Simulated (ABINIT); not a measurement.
## Zr in ABINIT: the effect of functional

Crystal: Zr.

```xyz
2
Lattice="3.2320 0.0000 0.0000 -1.6160 2.7990 0.0000 0.0000 0.0000 5.1470" Properties=species:S:1:pos:R:3 pbc="T T T"
Zr    1.6160    0.9330    3.8603
Zr    0.0000    1.8660    1.2868
```

Alike in all runs:

```yaml
Program: ABINIT 10.8.3 (patched build)
Task: single point
Potentials_or_basis: JTH PAW PBE v2.0
Cutoff: 544 eV
k_mesh: 9 × 9 × 5
Occupations: fermi-dirac, width 0.05 eV
Spin: no spin polarisation
```

```tsv
functional	pressure (GPa)
PBE	0.3
LDA	-6.2
PBEsol	-3.4
RPBE	?
BLYP	3.4
AM05	-3.3
r2SCAN	0.7
SCAN	0.0
revPBE	1.9
PW91	-0.1
WC	-3.2
```

Q: What does the run with functional RPBE give?

A: Pressure 2.5 GPa.

Caveats: the PAW data sets were made with another functional, which shifts forces and pressure a little (some runs).
